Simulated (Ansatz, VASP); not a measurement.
Sb in VASP and in Ansatz

```
Sb
1.0
    -1.49958    1.49958    1.49958
     1.49958   -1.49958    1.49958
     1.49958    1.49958   -1.49958
Sb
1
Direct
  0.00000 0.00000 0.00000
```

Change from the starting cell: volume scaled by 0.52, LAPW.

Alike in both runs: task single point; functional PBEsol; k mesh 16 × 16 × 16; occupations fermi-dirac, width 0.05 eV; no spin polarisation.

|  | VASP | Ansatz |
| --- | --- | --- |
| version | VASP 6.6.1 | Ansatz 0.2.0 |
| potentials or method | VASP PAW PBE potentials, release 64 (Sb), cutoff 520 eV | all-electron LAPW, scalar-relativistic |

|  | VASP | Ansatz | Ansatz less VASP |
| --- | --- | --- | --- |
| pressure (GPa) | 209.1 | 202.1 | -6.94 |

Ansatz ran all-electron here, so the differences hold the error of VASP's frozen core and of both bases.

Caveats: the cell as given lies far from equilibrium; so large a pressure means that the cell lies far from this level's equilibrium, or that cutoff or potentials fall short (VASP); the potentials were made for another functional, which shifts forces and pressure (VASP). Spin-orbit coupling is left out, which matters for the levels of Sb.
